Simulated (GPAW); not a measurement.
A calculation with GPAW 26.7.0 of Si (native input, structure from a POSCAR):

The input run.py:

```python
from ase.io import read
from gpaw import PW
from gpaw.dft import DFT

atoms = read('POSCAR')

dft = DFT(atoms,
          mode=PW(600),
          xc='PBE',
          kpts={'size': (12, 12, 11), 'gamma': True},
          occupations={'name': 'fermi-dirac', 'width': 0.05},
          nbands=8,
          convergence={'density': 1e-05, 'energy': 1e-05},
          maxiter=150,
          txt='gpaw.txt')
print(f'Energy: {dft.calculate_energy():.6f} eV')
print('Forces (eV/A):')
print(dft.calculate_forces().round(4))
print('Stress (eV/A^3):', dft.calculate_stress().round(6))
dft.write_gpw_file('gs.gpw')
```

Contents of POSCAR:

```
Si
1.0
    2.6205428149      0.0000000000      0.0000000000
   -1.3102714075      2.2694566494      0.0000000000
    0.0000000000      0.0000000000      2.4663543900
Si
1
Direct
    0.0000000000      0.0000000000      0.0000000000
```

Potentials or basis: GPAW PAW data sets (gpaw-data 1.2.1), pw.

Launch:

```bash
$ OMP_NUM_THREADS=1 python run.py
```

This isn't the form of Si at room conditions, which is diamond.

Problem. Write the same calculation in another form: ASE script, structure typed inline.

Solution. As run:

The input run.py:

```python
from ase import Atoms
from ase.dft.bandgap import bandgap
from ase.io import write
from ase.units import Bohr, GPa
from gpaw import GPAW, PW
from gpaw.elf import elf_from_dft_calculation

atoms = Atoms(['Si'],
              cell=[[2.6205428149, 0.0, 0.0],
                    [-1.3102714075, 2.2694566494, 0.0],
                    [0.0, 0.0, 2.46635439]],
              scaled_positions=[[0.0, 0.0, 0.0]],
              pbc=True)

calc = GPAW(mode=PW(600),
            xc='PBE',
            kpts={'size': (12, 12, 11), 'gamma': True},
            occupations={'name': 'fermi-dirac', 'width': 0.05},
            nbands=8,
            convergence={'density': 1e-05, 'energy': 1e-05},
            maxiter=150,
            txt='gpaw.txt')
atoms.calc = calc
energy = atoms.get_potential_energy()
forces = atoms.get_forces()
stress = atoms.get_stress()
calc.write('gs.gpw')
write('result.traj', atoms)
print(f'Energy: {energy:.6f} eV')
print('Forces (eV/A):')
print(forces.round(4))
print('Stress (GPa):', (stress / GPa).round(3))
print('Fermi level:', round(calc.get_fermi_level(), 4), 'eV')
print(f'Gap: {bandgap(calc)[0]:.4f} eV, direct: {bandgap(calc, direct=True)[0]:.4f} eV')

# fields on the real-space grid
write('density.cube', atoms, data=calc.get_pseudo_density() * Bohr**3)
write('potential.cube', atoms, data=calc.get_electrostatic_potential())
write('elf.cube', atoms, data=elf_from_dft_calculation(calc).data)
```

Potentials or basis: GPAW PAW data sets (gpaw-data 1.2.1), pw.

Launch:

```bash
$ OMP_NUM_THREADS=1 python run.py
```

Both were run:

|  | native input, structure from a POSCAR | ASE script, structure typed inline |
| --- | --- | --- |
| Pressure | 3.6 GPa | 3.6 GPa |
| Band gap on the k mesh | none (metal or under the smearing width) | none (metal or under the smearing width) |

Keys that steer only the numerical path or the files written may differ.
